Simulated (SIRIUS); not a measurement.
Crystal: Y.

```
Y
1.0
     3.64740    0.00000    0.00000
    -1.82370    3.15874    0.00000
     0.00000    0.00000    5.73060
Y
2
Cartesian
  1.8572 1.0164 4.3050
  -0.0239 2.1294 1.4649
```

The cell isn't the ideal one: atoms moved at random.

* Program: SIRIUS 7.12.0
* Task: relaxation of the atoms
* Functional: PBE
* Dispersion: D3(BJ)
* Potentials or basis: all-electron FP-LAPW
* Cutoff: 189 eV
* Basis: apw+lo standard
* k mesh: 6 × 6 × 4
* Occupations: fermi-dirac, width 0.05 eV
* Spin: no spin polarisation

At the start: volume 33.01 Å³/atom.

Where does the relaxation end?

Over 5 steps the energy falls by 2.5 meV/atom; space group P6_3/mmc (No. 194, to 0.05 Å).

Step by step:
```tsv
step	energy change (eV)	largest force (eV/Å)
1	0.0000	0.1279
2	-0.0005	0.1197
3	-0.0038	0.0649
4	-0.0039	0.0628
5	-0.0050	0.0130
```

Final structure:
```yaml
crystal:
  lattice:
    - [3.64740, 0.00000, 0.00000]
    - [-1.82370, 3.15874, 0.00000]
    - [0.00000, 0.00000, 5.73060]
  atoms:
    - { symbol: Y, position: [0.66703, 0.33137, 0.75375] }
    - { symbol: Y, position: [0.33355, 0.66455, 0.25311] }
```

Caveat: pairwise dispersion overbinds metals, which lowers pressure and volume.
